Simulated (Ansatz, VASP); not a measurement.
**SiO2 in VASP and in Ansatz**

```
Si O
1.0
     4.05540    0.00000    0.00000
     0.00000    4.05540    0.00000
     0.00000    0.00000    2.34200
Si O
2 4
Direct
  0.50000 0.50000 0.50000
  0.00000 0.00000 0.00000
  0.69443 0.69443 0.00000
  0.19443 0.80557 0.50000
  0.30557 0.30557 0.00000
  0.80557 0.19443 0.50000
```

Alike in both runs: task single point; functional LDA; k mesh 6 × 6 × 8; occupations gaussian, width 0.05 eV; no spin polarisation.

```csv
,VASP,Ansatz
version,VASP 6.6.1,Ansatz 0.2.0
potentials or method,"VASP PAW LDA potentials, release 64 (Si, O)","scalar-relativistic, plane waves, PAW"
plane-wave cutoff (eV),520,520
valence electrons in the cell,32,32
```

VASP gave:

| Property | Result |
| --- | --- |
| gap on the k mesh at the Fermi level (eV) | 8.98 |
| least direct gap on the mesh (eV) | 8.98 |
| rms of the force components (eV/Å) | 0.841 |

**Question.** Estimate Ansatz's values.

**Answer.** gap on the k mesh at the Fermi level (eV): 9.03; least direct gap on the mesh (eV): 9.03; rms of the force components (eV/Å): 0.789.

Atom by atom the forces differ by 0.051 eV/Å (rms over components). Ansatz warned: «pseudo_functional_mismatch».

Caveats: forces of over 1 eV/Å show positions far from the minimum, so gaps and moduli don't describe the material at rest. A k mesh can miss the band edges.
